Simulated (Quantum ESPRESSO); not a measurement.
**ZnSe (Stilleite) under changes of volume**

One of the cells (22.757 Å³/atom); the others are scaled copies at fixed shape and fractional positions:

```
CELL_PARAMETERS angstrom
0.00000 2.83380 2.83380
2.83380 0.00000 2.83380
2.83380 2.83380 0.00000
ATOMIC_POSITIONS crystal
Se 0.75000 0.75000 0.75000
Zn 0.00000 0.00000 0.00000
```

| Property | Result |
| --- | --- |
| Program | Quantum ESPRESSO 7.5 |
| Functional | BLYP |
| Potentials or basis | Ansatz NC SR PBE |
| Cutoff | 1170 eV |
| Density cutoff | 4680 eV |
| k mesh | 8 × 8 × 8 |
| Occupations | fermi-dirac, width 0.05 eV |
| Spin | no spin polarisation |

```tsv
volume (Å³/atom)	energy over the lowest point (meV/atom)	pressure (GPa)	gap on the mesh (eV)
21.391	?	?	?
21.846	61.09	8.0	1.39
22.301	40.79	6.3	1.30
22.757	24.95	4.8	1.21
23.212	13.13	3.5	1.13
23.667	4.94	2.3	1.05
24.122	0.00	1.2	0.97
```

**Question.** What does the run at 21.391 Å³/atom give?

**Answer.** Energy over the lowest point 86.34 meV/atom; pressure 9.8 GPa; gap on the mesh 1.49 eV.

Worked out: A Birch-Murnaghan fit of order 3 (a polynomial in V^(-2/3)) to the other rows has its minimum at 24.69 Å³/atom, just outside them, with B0 = V·E''(V) = 49 GPa and B' = 4.6. It gives 86.35 meV/atom at 21.391 Å³/atom, against the run's 86.34, and -dE/dV = 9.8 GPa, against 9.8. A straight line through the other rows of the gap, of slope -4.22 eV per unit of ln V (its deformation potential), extrapolates to 1.48 eV, against the run's 1.49.

Energies are extrapolated to zero smearing.

Caveats: the potentials were made for another functional, which shifts forces and pressure.

Spin-orbit coupling on Se is left out.
